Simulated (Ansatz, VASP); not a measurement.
Two plane-wave programs on KI

Contents of INCAR:

```
SYSTEM = KI
ALGO     = Normal         ! electronic algorithm
EDIFF    = 1E-6           ! SCF threshold, eV
ENCUT    = 520            ! plane-wave cutoff, eV
GGA      = PE             ! functional
ISIF     = 2              ! what is computed and relaxed
ISMEAR   = 0              ! smearing method
LASPH    = .TRUE.         ! aspherical terms in the spheres
LCHARG   = .TRUE.         ! write CHGCAR
LELF     = .TRUE.         ! ELF
LREAL    = .FALSE.        ! projectors in reciprocal space
LVHAR    = .TRUE.       
LWAVE    = .FALSE.        ! write WAVECAR
NBANDS   = 15             ! bands
NELM     = 60             ! most SCF steps
PREC     = Accurate       ! precision mode
SIGMA    = 0.05           ! smearing width, eV
```

Contents of KPOINTS:

```
k-points
0
G
  6 6 6
  0 0 0
```

Contents of POSCAR:

```
KI
1.0
    0.0000000000      3.5245500000      3.8065140000
    3.5245500000      0.0000000000      3.8065140000
    3.5245500000      3.5245500000      0.0000000000
K I
1 1
Direct
    0.0000000000      0.0000000000      0.0000000000
    0.5000000000      0.5000000000      0.5000000000
```

Input for Ansatz:

```yaml
crystal:
  lattice:
    - [0.0, 3.52455, 3.806514]
    - [3.52455, 0.0, 3.806514]
    - [3.52455, 3.52455, 0.0]
  atoms:
    - { symbol: K, position: [0.0, 0.0, 0.0] }
    - { symbol: I, position: [0.5, 0.5, 0.5] }
basis:
  ecutwfc: 420
kpoints:
  mp_grid: { grid: [6, 6, 6] }
hamiltonian:
  xc: pbe
scf:
  occupations: { method: gaussian, width: 0.05 }
output:
  forces: true
  stress: true
  eigenvalues: true
```

Change from the starting cell: strain +0.000 along x and y, +0.080 along z, atoms carried along.

Alike in both runs: task single point; functional PBE; k mesh 6 × 6 × 6; occupations gaussian, width 0.05 eV; no spin polarisation.

|  | VASP | Ansatz |
| --- | --- | --- |
| version | VASP 6.6.1 | Ansatz 0.2.0 |
| potentials or method | VASP PAW PBE potentials, release 64 (K_sv, I) | scalar-relativistic, plane waves, PAW |
| plane-wave cutoff (eV) | 520 | 420 |
| valence electrons in the cell | 16 | 26 |

|  | VASP | Ansatz | Ansatz less VASP |
| --- | --- | --- | --- |
| gap on the k mesh at the Fermi level (eV) | 3.80 | 3.81 | +0.004 |
| least direct gap on the mesh (eV) | 3.80 | 3.81 | +0.004 |
| pressure (GPa) | 0.0 | 0.0 | -0.03 |
| largest component of the traceless stress (GPa) | 0.81 | 0.80 | -0.011 |

The two sets of potentials don't hold the same shells in valence.

Caveats: spin-orbit coupling is left out, which moves the levels of the heavy elements.
